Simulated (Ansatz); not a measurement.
**Ag(111) with 4 layers of random Ag-Ru, 2x2: scattering by chemical disorder**

How strongly does chemical disorder scatter in Ag(111) with 4 layers of random Ag-Ru, 2x2?

Program: Ansatz 0.2.0. Level of theory: Ansatz plane-wave DFT, PBE, PAW files; ballistic transport by layer matching (Landauer), zero bias; PAW set soft_1. Results are calculated unless marked as measured.

Report form: the programs' logs are mostly left out.

## (1) Set-up

The cell holds 40 atoms: 38 Ag and 2 Ru. Its edges and angles: a = 5.779 Å, b = 5.779 Å, c = 23.651 Å, α = 93.5°, β = 86.5°, γ = 120.0°. It derives from Ag. Regions: lead, 24 atoms (24 Ag); scattering region, 16 atoms (14 Ag and 2 Ru). The structure is stacked along c, and the current runs across the ab planes.

## (2) With 4 alloy layers

In 4 layers a share of 0.125 of the sites is given to Ru at random. The layers about the cell's end stay perfect and serve as the lead. Energies from -0.05 to 0.05 eV in steps of 0.05 eV are too few for the program's thermal sum, so it prints no conductance; for a metal the transmission near the Fermi level serves, at a fraction of the cost.

Contents of input.yaml:

```yaml
crystal:
  lattice:
    - [5.7787594586, 0.0, 0.0]
    - [-2.8893797293, 5.0045524935, 0.0]
    - [1.4446898646, -0.8340920822, 23.5916866996]
  atoms:
    - { symbol: Ag, position: [0.9916666667, 0.0083333333, 0.05] }
    - { symbol: Ag, position: [0.9916666667, 0.5083333333, 0.05] }
    - { symbol: Ag, position: [0.4916666667, 0.0083333333, 0.05] }
    - { symbol: Ag, position: [0.4916666667, 0.5083333333, 0.05] }
    - { symbol: Ag, position: [0.1416666667, 0.3583333333, 0.15] }
    - { symbol: Ag, position: [0.1416666667, 0.8583333333, 0.15] }
    - { symbol: Ag, position: [0.6416666667, 0.3583333333, 0.15] }
    - { symbol: Ag, position: [0.6416666667, 0.8583333333, 0.15] }
[... 28 atom lines left out ...]
    - { symbol: Ag, position: [0.8416666667, 0.1583333333, 0.95] }
    - { symbol: Ag, position: [0.8416666667, 0.6583333333, 0.95] }
    - { symbol: Ag, position: [0.3416666667, 0.1583333333, 0.95] }
    - { symbol: Ag, position: [0.3416666667, 0.6583333333, 0.95] }
kpoints:
  mp_grid: { grid: [4, 4, 1] }
hamiltonian:
  xc: pbe
  pseudopotentials: { kind: paw, azcp: { folder: soft_1 } }
scf:
  occupations: { method: fermi_dirac, width: 0.1 }
output:
  transmission: { leads: [[0, 4]], kmesh: [8, 8], e_range: [-0.05, 0.05], de: 0.05 }
  write_potential: true
  write_density: true
  volumetric_format: npy
```

Run with:

```bash
ansatz run input.yaml --threads 4 --pin off --max-ram 15360MiB --backend cpu --events-out ev --progress --plain --runs-dir out
```

It took 4.3 min on 4 threads of Arm Neoverse V1, shared host; peak memory 5.4 GiB.

This step gave:

```yaml
free_energy: -300196.8620 eV
energy_at_zero_smearing: -300196.5932 eV
fermi_energy: 17.18 eV
cell_area: 28.92 Å²
transmission_per_spin_nearest_the_fermi_level: 1.936
open_channels_per_spin_nearest_the_fermi_level: 3.234
step_of_the_lead_s_potential: 17.8 meV
```

Per spin. Transmission, zone mean against energy, zero at the Fermi level:

| energy (eV) | transmission, zone mean |
| --- | --- |
| -0.0500 | 1.92 |
| 0.0000 | 1.94 |
| 0.0500 | 1.97 |

Per spin. The open channels, zone mean, lead by energy, zero at the Fermi level:

| energy (eV) | open channels, zone mean, lead |
| --- | --- |
| -0.0500 | 3.33 |
| 0.0000 | 3.23 |
| 0.0500 | 3.23 |

Transmission over k1 and k2. At 0.0000 eV from the Fermi level.

Ten even steps from '_' (1.22) to '@' (2.93):
```
::@@--__==--++..
__--@@--++--@@++
--__--==**__----
====++**@@**++==
------__**==--__
__++@@--++--@@--
::..++--==__--@@
@@::__--==--__::
```
Columns: k1 (b1) from -0.5 to 0.375; rows upwards: k2 (b2) from -0.5 to 0.375.

Open channels over k1 and k2. At 0.0000 eV from the Fermi level.

Ten even steps from '_' (3.00) to '@' (4.00):
```
__@@____@@______
____@@__@@______
________________
@@@@@@______@@@@
________________
________@@__@@__
________@@____@@
@@______@@______
```
Columns: k1 (b1) from -0.5 to 0.375; rows upwards: k2 (b2) from -0.5 to 0.375.

Over the solved energies the transmission per spin lies between 1.92 and 1.97, out of 3.27 channels of the lead on average (up to 3.33).

## (3) With 8 alloy layers

In 8 layers a share of 0.125 of the sites is given to Ru at random. A fresh draw is used; the growth of the resistance with length is what counts.

System of this step: Ag(111) with 8 layers of random Ag-Ru, 2x2. The cell holds 56 atoms: 52 Ag and 4 Ru. Its edges and angles: a = 5.779 Å, b = 5.779 Å, c = 33.070 Å, α = 87.5°, β = 92.5°, γ = 120.0°. It derives from Ag. Regions: lead, 24 atoms (24 Ag); scattering region, 32 atoms (28 Ag and 4 Ru). The structure is stacked along c, and the current runs across the ab planes.

Contents of input.yaml:

```yaml
crystal:
  lattice:
    - [5.7787594586, 0.0, 0.0]
    - [-2.8893797293, 5.0045524935, 0.0]
    - [-1.4446898646, 0.8340920822, 33.0283613795]
  atoms:
    - { symbol: Ag, position: [0.005952381, 0.994047619, 0.0357142857] }
    - { symbol: Ag, position: [0.005952381, 0.494047619, 0.0357142857] }
    - { symbol: Ag, position: [0.505952381, 0.994047619, 0.0357142857] }
    - { symbol: Ag, position: [0.505952381, 0.494047619, 0.0357142857] }
    - { symbol: Ag, position: [0.1845238095, 0.3154761905, 0.1071428571] }
    - { symbol: Ag, position: [0.1845238095, 0.8154761905, 0.1071428571] }
    - { symbol: Ag, position: [0.6845238095, 0.3154761905, 0.1071428571] }
    - { symbol: Ag, position: [0.6845238095, 0.8154761905, 0.1071428571] }
[... 44 atom lines left out ...]
    - { symbol: Ag, position: [0.3273809524, 0.1726190476, 0.9642857143] }
    - { symbol: Ag, position: [0.3273809524, 0.6726190476, 0.9642857143] }
    - { symbol: Ag, position: [0.8273809524, 0.1726190476, 0.9642857143] }
    - { symbol: Ag, position: [0.8273809524, 0.6726190476, 0.9642857143] }
kpoints:
  mp_grid: { grid: [4, 4, 1] }
hamiltonian:
  xc: pbe
  pseudopotentials: { kind: paw, azcp: { folder: soft_1 } }
scf:
  occupations: { method: fermi_dirac, width: 0.1 }
output:
  transmission: { leads: [[0, 4]], kmesh: [8, 8], e_range: [-0.05, 0.05], de: 0.05 }
  write_potential: true
  write_density: true
  volumetric_format: npy
```

Wall time 9.5 min (4 threads); peak memory 8.1 GiB.

Numbers from this step:

| Item | Value |
| --- | --- |
| free energy | -418218.4731 eV |
| energy at zero smearing | -418217.9607 eV |
| Fermi energy | 17.11 eV |
| transmission per spin nearest the Fermi level | 1.096 |
| step of the lead's potential | 32.6 meV |

Per spin. Table of transmission, zone mean by energy, zero at the Fermi level:

| energy (eV) | transmission, zone mean |
| --- | --- |
| -0.0500 | 1.04 |
| 0.0000 | 1.10 |
| 0.0500 | 1.21 |

Over the solved energies the transmission per spin lies between 1.04 and 1.21, out of 3.27 channels of the lead on average (up to 3.33). The log calls the step of a lead's potential too much.

## (4) With 12 alloy layers

In 12 layers a share of 0.125 of the sites is given to Ru at random. A fresh draw is used; the growth of the resistance with length is what counts.

System of this step: Ag(111) with 12 layers of random Ag-Ru, 2x2. The cell holds 72 atoms: 66 Ag and 6 Ru. Its edges and angles: a = 5.779 Å, b = 5.779 Å, c = 42.465 Å, α = 90.0°, β = 90.0°, γ = 120.0°. It derives from Ag. Regions: lead, 24 atoms (24 Ag); scattering region, 48 atoms (42 Ag and 6 Ru). The structure is stacked along c, and the current runs across the ab planes.

Contents of input.yaml:

```yaml
crystal:
  lattice:
    - [5.7787594586, 0.0, 0.0]
    - [-2.8893797293, 5.0045524935, 0.0]
    - [0.0, 0.0, 42.4650360593]
  atoms:
    - { symbol: Ag, position: [0.0, 0.0, 0.0277777778] }
    - { symbol: Ag, position: [0.0, 0.5, 0.0277777778] }
    - { symbol: Ag, position: [0.5, 0.0, 0.0277777778] }
    - { symbol: Ag, position: [0.5, 0.5, 0.0277777778] }
    - { symbol: Ag, position: [0.1666666667, 0.3333333333, 0.0833333333] }
    - { symbol: Ag, position: [0.1666666667, 0.8333333333, 0.0833333333] }
    - { symbol: Ag, position: [0.6666666667, 0.3333333333, 0.0833333333] }
    - { symbol: Ag, position: [0.6666666667, 0.8333333333, 0.0833333333] }
[... 60 atom lines left out ...]
    - { symbol: Ag, position: [0.3333333333, 0.1666666667, 0.9722222222] }
    - { symbol: Ag, position: [0.3333333333, 0.6666666667, 0.9722222222] }
    - { symbol: Ag, position: [0.8333333333, 0.1666666667, 0.9722222222] }
    - { symbol: Ag, position: [0.8333333333, 0.6666666667, 0.9722222222] }
kpoints:
  mp_grid: { grid: [4, 4, 1] }
hamiltonian:
  xc: pbe
  pseudopotentials: { kind: paw, azcp: { folder: soft_1 } }
scf:
  occupations: { method: fermi_dirac, width: 0.1 }
output:
  transmission: { leads: [[0, 4]], kmesh: [8, 8], e_range: [-0.05, 0.05], de: 0.05 }
  write_potential: true
  write_density: true
  volumetric_format: npy
```

The job ended after 25 min (4 threads; peak memory 8 GiB).

This step gave:

| Quantity | Value |
| --- | --- |
| free energy | -536240.8678 eV |
| energy at zero smearing | -536240.1941 eV |
| transmission per spin nearest the Fermi level | 0.9514 |
| step of the lead's potential | 13.5 meV |

Per spin. The transmission, zone mean by energy, zero at the Fermi level:

| energy (eV) | transmission, zone mean |
| --- | --- |
| -0.0500 | 0.877 |
| 0.0000 | 0.951 |
| 0.0500 | 1.14 |

Over the solved energies the transmission per spin lies between 0.877 and 1.14, out of 3.27 channels of the lead on average (up to 3.33).

## (5) Resistance against length

This step: Ansatz plane-wave DFT, PBE, PAW files; ballistic transport by layer matching (Landauer), zero bias; residual resistivity from the slope of the area resistance, atoms on the host's lattice; PAW set soft_1 (Ansatz 0.2.0).

This step gave:

```
resistivity           : 97.95 µΩ cm
intercept             : 0.01985 fΩ m²
scatter about the fit : 0.2353 fΩ m²
```

Resistance, by row:

| run | length (Å) | T | channels N | RA (fΩ m²) |
| --- | --- | --- | --- | --- |
| n4 | 9.437 | 1.943 | 3.266 | 0.7778 |
| n8 | 18.87 | 1.116 | 3.266 | 2.201 |
| n12 | 28.31 | 0.9902 | 3.266 | 2.626 |

Table of area resistance by length of the alloy:

| length of the alloy (Å) | area resistance (fΩ m²) |
| --- | --- |
| 9.44 | 0.778 |
| 18.87 | 2.20 |
| 28.31 | 2.63 |

The area resistance goes from 0.78 to 2.6 fΩ m² between 9.4 and 28.3 Å, a slope of 98 µΩ cm.

By hand from the end points: (2.626 − 0.7778) fΩ m² / (28.31 − 9.44) Å = 98 µΩ cm, since 1 fΩ m² per Å is 1000 µΩ cm.

## (6) Outcome

```json
{"resistivity from the slope": "98.0 µΩ cm", "area resistance over 9.44 Å": "0.778 fΩ m²", "area resistance over 18.9 Å": "2.20 fΩ m²", "area resistance over 28.3 Å": "2.63 fΩ m²"}
```

The slope gives 98 µΩ cm. The points scatter by 0.24 fΩ m² about the line, with one random draw a length in a 2x2 cell, so the slope is a rough value. Read with a model of isotropic scattering on a spherical Fermi surface and the lead's 0.87×10¹⁵ S/m², this slope means a mean free path near 8.8 Å; over these lengths the model's slope is within 3 % of its bulk resistivity. The draw over the shortest length came out nearly ordered, with 8 symmetry operations, so that point is a poor sample of a random alloy. The atoms sit on the host's lattice, so scattering by size misfit is left out. A lead's potential steps by up to 33 meV from period to period, which the log calls too much, so longer leads could move the result.

[Logs are printed without paths, hosts, clocks, repeated set-up lines and the standing remarks that a program may print on its own settings, such as how far it seeks lower states.]

[Hosts, paths, dates, database ids (printed as entryN), source tags and the programs' standing remarks are cut or masked in the printed files.]
